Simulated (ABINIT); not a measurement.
# CuO (Tenorite) (Cc) in ABINIT: single point with LDA

Aim: the single point of CuO (Tenorite) with LDA.

Program: ABINIT 10.8.3 (patched build). These are calculated values, not measurements. Logs are shortened: lines on timing, memory, paths and dates and some standing lists are left out, and cuts for length are marked. The log counts tension as positive stress, the text compression.

## Step 1: Starting point

Symmetry: Cc, No. 9, monoclinic system. Conventional cell: a = 4.689 Å, b = 3.427 Å, c = 5.132 Å, α = 90.00°, β = 99.65°, γ = 90.00°. Cu (site symmetry 1) is surrounded by 4 O at 1.91 to 2.02 Å. Around O (site symmetry 1) lie 4 Cu at 1.91 to 2.02 Å.

## Step 2: Single point, LDA

run.abi

```
pp_dirpath "./"
pseudos "Cu.upf, O.upf"

acell 5.4877344662 5.4877344662 9.6982634442
rprim
     0.8073908068    -0.5900170210     0.0000000000
     0.8073908068     0.5900170210     0.0000000000
    -0.1676807457     0.0000000000     0.9858413501
ntypat 2
znucl 29 8
natom 4
typat 1 1 2 2
xred
     0.4968000000     0.0032000000     0.5000000000
     0.0032000000     0.4968000000     0.0000000000
     0.4056000000     0.5714000000     0.7537000000
     0.5714000000     0.4056000000     0.2537000000
chkprim 0
chksymtnons 0
tolsym 1.0e-6

ecut 46.0

kptopt 1
ngkpt 8 8 4
nshiftk 1
shiftk 0.0 0.0 0.0

ixc 7

nband 30
occopt 3
tsmear 0.05 eV

nstep 100
tolvrs 1.0e-10

iomode 3
prtwf 0
prtden 0
prteig 0
prtebands 0
enunit 1
```

Potentials or basis: PseudoDojo NC SR LDA v0.4.1 standard.

Command:

```sh
$ mpirun --bind-to none -np 4 abinit run.abi > log 2>&1
```

run.abo:

```text
.Version 10.8.3 of ABINIT
 Symmetries : space group Cc (#  9); Bravais mC (1-face-center monocl.)
================================================================================
 Values of the parameters that define the memory need of the present run
     intxc =       0    ionmov =       0      iscf =       7    lmnmax =       6
     lnmax =       6     mgfft =      60  mpssoang =       3    mqgrid =    3001
     natom =       4  nloc_mem =       1    nspden =       1   nspinor =       1
    nsppol =       1      nsym =       2    n1xccc =    2501    ntypat =       2
    occopt =       3   xclevel =       1
       mpw =        4107          nfft =       77760          nkpt =          78
================================================================================
================================================================================

--------------------------------------------------------------------------------
------------- Echo of variables that govern the present computation ------------
--------------------------------------------------------------------------------
 -outvars: echo values of preprocessed input variables --------
            acell      5.4877344662E+00  5.4877344662E+00  9.6982634442E+00 Bohr
              amu      6.35460000E+01  1.59994000E+01
          chkprim           0
      chksymtnons           0
             ecut      4.60000000E+01 Hartree
           enunit           1
                       outvar_i_n : Printing only first  50 k-points.
              ixc           7
                       outvar_i_n : Printing only first  50 k-points.
         kptrlatt        8    0    0      0    8    0      0    0    4
          kptrlen      3.87930538E+01
            natom           4
            nband          30
            ngfft          36      36      60
             nkpt          78
            nstep         100
             nsym           2
           ntypat           2
                       prtocc : prtvol=0, do not print more k-points.
           occopt           3
           prtden           0
        prtebands           0
           prteig           0
            prtwf           0
            rprim      8.0739080680E-01 -5.9001702100E-01  0.0000000000E+00
                       8.0739080680E-01  5.9001702100E-01  0.0000000000E+00
                      -1.6768074570E-01  0.0000000000E+00  9.8584135010E-01
          spgroup           9
           tolsym      1.00000000E-06
           tolvrs      1.00000000E-10
           tsmear      1.83746611E-03 Hartree
            typat      1  1  2  2
                       outvars : Printing only first  50 k-points.
           xangst      7.4204782201E-01 -8.4573423939E-01  2.5297181947E+00
                       1.1723249992E+00  8.4573423939E-01  0.0000000000E+00
                       1.6421232316E+00  2.8408171979E-01  3.8132972067E+00
                       2.0724004088E+00 -2.8408171979E-01  1.2835790120E+00
            xcart      1.4022671559E+00 -1.5982060877E+00  4.7804745637E+00
                       2.2153731791E+00  1.5982060877E+00  0.0000000000E+00
                       3.1031631726E+00  5.3683664779E-01  7.2060873574E+00
                       3.9162691958E+00 -5.3683664779E-01  2.4256127936E+00
             xred      4.9680000000E-01  3.2000000000E-03  5.0000000000E-01
                       3.2000000000E-03  4.9680000000E-01  0.0000000000E+00
                       4.0560000000E-01  5.7140000000E-01  7.5370000000E-01
                       5.7140000000E-01  4.0560000000E-01  2.5370000000E-01
            znucl       29.00000    8.00000

================================================================================

 chkinp: Checking input parameters for consistency.

================================================================================
== DATASET  1 ==================================================================

--- !DatasetInfo
iteration_state: {dtset: 1, }
dimensions: {natom: 4, nkpt: 78, mband: 30, nsppol: 1, nspinor: 1, nspden: 1, mpw: 4107, }
cutoff_energies: {ecut:  46.0, pawecutdg:  -1.0, }
electrons: {nelect:   5.00000000E+01, charge:   0.00000000E+00, occopt:   3.00000000E+00, tsmear:   1.83746611E-03, }
meta: {optdriver: 0, ionmov: 0, optcell: 0, iscf: 7, paral_kgb: 0, }
...

 Exchange-correlation functional for the present dataset will be:
  LDA: Perdew-Wang 92 LSD fit to Ceperley-Alder data - ixc=7
  J.P.Perdew and Y.Wang, PRB 45, 13244 (1992)

 Real(R)+Recip(G) space primitive vectors, cartesian coordinates (Bohr,Bohr^-1):
 R(1)=  4.4307464 -3.2378567  0.0000000  G(1)=  0.1128478 -0.1544231  0.0191942
 R(2)=  4.4307464  3.2378567  0.0000000  G(2)=  0.1128478  0.1544231  0.0191942
 R(3)= -1.6262120  0.0000000  9.5609491  G(3)=  0.0000000  0.0000000  0.1045921
 Unit cell volume ucvol=  2.7432508E+02 bohr^3
 Angles (23,13,12)=  9.77808191E+01  9.77808191E+01  7.23164321E+01 degrees

 getcut: wavevector=  0.0000  0.0000  0.0000  ngfft=  36  36  60
         ecut(hartree)=     46.000   => boxcut(ratio)=   2.02684

--- Pseudopotential description ------------------------------------------------
- pspini: atom type   1  psp file is ./Cu.upf
12 -1012 2 -1 1456                            pspcod,pspxc,lmax,lloc,mmax
     nproj     2     2     2

- pspini: atom type   2  psp file is ./O.upf
12 -1012 2 -1 926                             pspcod,pspxc,lmax,lloc,mmax
     nproj     2     2     1

   2.80337042E+03                                ecore*ucvol(ha*bohr**3)
--------------------------------------------------------------------------------

================================================================================

--- !BeginCycle
iteration_state: {dtset: 1, }
solver: {iscf: 7, nstep: 100, nline: 4, wfoptalg: 0, }
tolerances: {tolvrs: 1.00E-10, }
...

     iter   Etot(hartree)      deltaE(h)  residm     vres2
 ETOT  1  -408.83532508156    -4.088E+02 4.621E-01 7.398E+03
 ETOT  2  -406.68468829235     2.151E+00 1.336E-01 2.351E+04
 ETOT  3  -411.52479446624    -4.840E+00 7.089E-02 1.318E+03
 ETOT  4  -411.73559732416    -2.108E-01 8.428E-02 5.288E+02
 ETOT  5  -411.82806336388    -9.247E-02 8.191E-03 1.297E+02
 ETOT  6  -411.85877878405    -3.072E-02 2.527E-03 2.865E+00
 ETOT  7  -411.85941222572    -6.334E-04 1.200E-03 4.067E-01
 ETOT  8  -411.85952210510    -1.099E-04 4.147E-04 3.553E-04
 ETOT  9  -411.85952183494     2.702E-07 3.895E-04 1.791E-03
 ETOT 10  -411.85952228396    -4.490E-07 1.862E-04 8.594E-07
 ETOT 11  -411.85952228447    -5.106E-10 2.016E-04 1.044E-07
 ETOT 12  -411.85952228449    -2.683E-11 1.262E-04 1.023E-09
 ETOT 13  -411.85952228449     1.592E-12 1.272E-04 4.221E-11

 At SCF step   13       vres2   =  4.22E-11 < tolvrs=  1.00E-10 =>converged.

 Cartesian components of stress tensor (hartree/bohr^3)
  sigma(1 1)=  3.63110698E-04  sigma(3 2)=  0.00000000E+00
  sigma(2 2)=  1.99681715E-04  sigma(3 1)=  4.69006454E-06
  sigma(3 3)=  4.21897520E-04  sigma(2 1)=  0.00000000E+00

--- !ResultsGS
iteration_state: {dtset: 1, }
comment   : Summary of ground state results
lattice_vectors:
- [  4.4307464,  -3.2378567,   0.0000000, ]
- [  4.4307464,   3.2378567,   0.0000000, ]
- [ -1.6262120,   0.0000000,   9.5609491, ]
lattice_lengths: [   5.48773,    5.48773,    9.69826, ]
lattice_angles: [ 97.781,  97.781,  72.316, ] # degrees, (23, 13, 12)
lattice_volume:   2.7432508E+02
convergence: {deltae:  1.592E-12, res2:  4.221E-11, residm:  1.272E-04, diffor: null, }
etotal    :  -4.11859522E+02
entropy   :   0.00000000E+00
fermie    :   2.40206382E-01
cartesian_stress_tensor: # hartree/bohr^3
- [  3.63110698E-04,   0.00000000E+00,   4.69006454E-06, ]
- [  0.00000000E+00,   1.99681715E-04,   0.00000000E+00, ]
- [  4.69006454E-06,   0.00000000E+00,   4.21897520E-04, ]
pressure_GPa:  -9.6569E+00
xred      :
- [  4.9680E-01,   3.2000E-03,   5.0000E-01, Cu]
- [  3.2000E-03,   4.9680E-01,   0.0000E+00, Cu]
- [  4.0560E-01,   5.7140E-01,   7.5370E-01,  O]
- [  5.7140E-01,   4.0560E-01,   2.5370E-01,  O]
cartesian_forces: # hartree/bohr
- [ -1.10274809E-02,  -5.75292568E-03,   4.13380758E-03, ]
- [ -1.10274809E-02,   5.75292568E-03,   4.13380758E-03, ]
- [  1.10274809E-02,  -1.04667443E-02,  -4.13380758E-03, ]
- [  1.10274809E-02,   1.04667443E-02,  -4.13380758E-03, ]
force_length_stats: {min:   1.31068629E-02, max:   1.57558382E-02, mean:   1.44313505E-02, }
...

 Integrated electronic density in atomic spheres:
 ------------------------------------------------
 Atom  Sphere_radius  Integrated_density
    1        2.00000         17.30378723
    2        2.00000         17.30378723
    3        2.00000          6.16876170
    4        2.00000          6.16876170
================================================================================

 ----iterations are completed or convergence reached----

 Mean square residual over all n,k,spin=   83.087E-09; max=  12.722E-05
 reduced coordinates (array xred) for    4 atoms
       0.496800000000      0.003200000000      0.500000000000
       0.003200000000      0.496800000000      0.000000000000
       0.405600000000      0.571400000000      0.753700000000
       0.571400000000      0.405600000000      0.253700000000
 rms dE/dt=  5.6484E-02; max dE/dt=  6.7487E-02; dE/dt below (all hartree)
    1       0.030232793343      0.067487091720     -0.057458053749
    2       0.067487091720      0.030232793343     -0.057458053749
    3      -0.082749817860     -0.014970180711      0.057454238801
    4      -0.014970180711     -0.082749817860      0.057454238801

 cartesian coordinates (angstrom) at end:
    1      0.74204782201009    -0.84573423938773     2.52971819471002
    2      1.17232499922203     0.84573423938773     0.00000000000000
    3      1.64212323155057     0.28408171979434     3.81329720670589
    4      2.07240040876251    -0.28408171979434     1.28357901199587

 cartesian forces (hartree/bohr) at end:
    1     -0.01102748091597    -0.00575292567710     0.00413380757938
    2     -0.01102748091597     0.00575292567710     0.00413380757938
    3      0.01102748091597    -0.01046674429323    -0.00413380757938
    4      0.01102748091597     0.01046674429323    -0.00413380757938
 frms,max,avg= 8.3669617E-03 1.1027481E-02   6.405E-09  0.000E+00  2.006E-07 h/b

 cartesian forces (eV/Angstrom) at end:
    1     -0.56705586813951    -0.29582733255468     0.21256893242511
    2     -0.56705586813951     0.29582733255468     0.21256893242511
    3      0.56705586813951    -0.53822163166869    -0.21256893242511
    4      0.56705586813951     0.53822163166869    -0.21256893242511
 frms,max,avg= 4.3024647E-01 5.6705587E-01   3.293E-07  0.000E+00  1.032E-05 e/A
 length scales=  5.487734466200  5.487734466200  9.698263444200 bohr
              =  2.903984017030  2.903984017030  5.132099996523 angstroms
 Fermi (or HOMO) energy (eV) =   6.53635   Average Vxc (eV)= -12.88339
 Eigenvalues (   eV  ) for nkpt=  78  k points:
 kpt#   1, nband= 30, wtk=  0.00391, kpt=  0.0000  0.0000  0.0000 (reduced coord)
-105.17143 -105.17072  -63.18664  -63.18663  -63.15090  -63.14184  -62.73509  -62.73464
 -13.11626  -11.72346   -1.71706    0.91461    1.29600    3.16097    3.22778    3.30422
   3.52442    3.79394    3.85737    4.07508    4.27202    4.39743    4.47438    4.96520
   6.75713    7.44081    8.20790   12.44852   14.50804   19.63665
 prteigrs : prtvol=0 or 1, do not print more k-points.

--- !EnergyTerms
iteration_state     : {dtset: 1, }
comment             : Components of total free energy in Hartree
kinetic             :  1.95800333831950E+02
hartree             :  1.35120719474543E+02
xc                  : -5.41854907137222E+01
Ewald energy        : -2.48309193655790E+02
psp_core            :  1.02191544816055E+01
local_psp           : -3.77987697480695E+02
non_local_psp       : -7.25167010581068E+01
internal            : -4.11858875120215E+02
'-kT*entropy'       : -6.47164278699325E-04
total_energy        : -4.11859522284493E+02
total_energy_eV     : -1.12072685399686E+04
band_energy         : -4.15033906708887E+01
...

 Cartesian components of stress tensor (hartree/bohr^3)
  sigma(1 1)=  3.63110698E-04  sigma(3 2)=  0.00000000E+00
  sigma(2 2)=  1.99681715E-04  sigma(3 1)=  4.69006454E-06
  sigma(3 3)=  4.21897520E-04  sigma(2 1)=  0.00000000E+00

-Cartesian components of stress tensor (GPa)         [Pressure= -9.6569E+00 GPa]
- sigma(1 1)=  1.06830856E+01  sigma(3 2)=  0.00000000E+00
- sigma(2 2)=  5.87483889E+00  sigma(3 1)=  1.37986463E-01
- sigma(3 3)=  1.24126536E+01  sigma(2 1)=  0.00000000E+00

== END DATASET(S) ==============================================================
================================================================================

 -outvars: echo values of variables after computation  --------
            acell      5.4877344662E+00  5.4877344662E+00  9.6982634442E+00 Bohr
           etotal     -4.1185952228E+02
            fcart     -1.1027480916E-02 -5.7529256771E-03  4.1338075794E-03
                      -1.1027480916E-02  5.7529256771E-03  4.1338075794E-03
                       1.1027480916E-02 -1.0466744293E-02 -4.1338075794E-03
                       1.1027480916E-02  1.0466744293E-02 -4.1338075794E-03
            rprim      8.0739080680E-01 -5.9001702100E-01  0.0000000000E+00
                       8.0739080680E-01  5.9001702100E-01  0.0000000000E+00
                      -1.6768074570E-01  0.0000000000E+00  9.8584135010E-01
           strten      3.6311069843E-04  1.9968171523E-04  4.2189751995E-04
                       0.0000000000E+00  4.6900645428E-06  0.0000000000E+00
           xangst      7.4204782201E-01 -8.4573423939E-01  2.5297181947E+00
                       1.1723249992E+00  8.4573423939E-01  0.0000000000E+00
                       1.6421232316E+00  2.8408171979E-01  3.8132972067E+00
                       2.0724004088E+00 -2.8408171979E-01  1.2835790120E+00
             xred      4.9680000000E-01  3.2000000000E-03  5.0000000000E-01
                       3.2000000000E-03  4.9680000000E-01  0.0000000000E+00
                       4.0560000000E-01  5.7140000000E-01  7.5370000000E-01
                       5.7140000000E-01  4.0560000000E-01  2.5370000000E-01
 Calculation completed.
```

Wall time 4.1 min (4 MPI ranks of Intel Xeon at 2.50GHz (Skylake/Cascade Lake), shared host); peak memory 0.44 GiB.

What came out:

```yaml
Free_energy: -11207.2685 eV
Pressure: -9.7 GPa
Largest_force: 0.810 eV/Å
Band_gap_on_the_k_mesh: none (metal or under the smearing width)
Valence_electrons_inside_the_program's_atomic_spheres: Cu 17.30; O 6.17
```

Forces in eV/Å, atoms in the order of the input:
```
Cu  -0.567 -0.296  0.213
Cu  -0.567  0.296  0.213
O    0.567 -0.538 -0.213
O    0.567  0.538 -0.213
```

Caveat: the run has no spin polarisation, though such a crystal can be magnetic; semilocal functionals often make such compounds metallic where correlation or magnetic order opens a gap, which also shifts bond lengths.
